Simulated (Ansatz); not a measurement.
## MoP: zone-centre modes at -3 GPa

Computed with DFT PBEsol, scalar-relativistic, plane waves, PAW in Ansatz 0.2.0. Settings: 420 eV plane-wave cutoff, Γ-centred 18×18×14 mesh, Fermi-Dirac smearing of 0.15 eV. No spin polarisation. Phonons by linear response, acoustic sum rule imposed.

The cell, relaxed at -3 GPa:
```
Mo P
1.0
     3.22696    0.00000    0.00000
    -1.61348    2.79463    0.00000
     0.00000    0.00000    3.17942
Mo P
1 1
Direct
  0.00000 0.00000 0.00000
  0.33333 0.66667 0.50000
```

In a metal, frequencies and elastic constants depend on the k mesh and the smearing, soft modes and shear constants most.

Optical modes at Γ; i marks an imaginary frequency:
| frequency (cm⁻¹) | degeneracy |
| --- | --- |
| 395 | 1 |
| 404 | 2 |

All 3 optical modes at Γ are real: no displacement of atoms at fixed cell lowers the energy to second order. Strains and modes at other wave vectors aren't tested by this run.

Cost: 1 run of about 2.2 core-minutes, on Arm Neoverse V1 (shared hosts).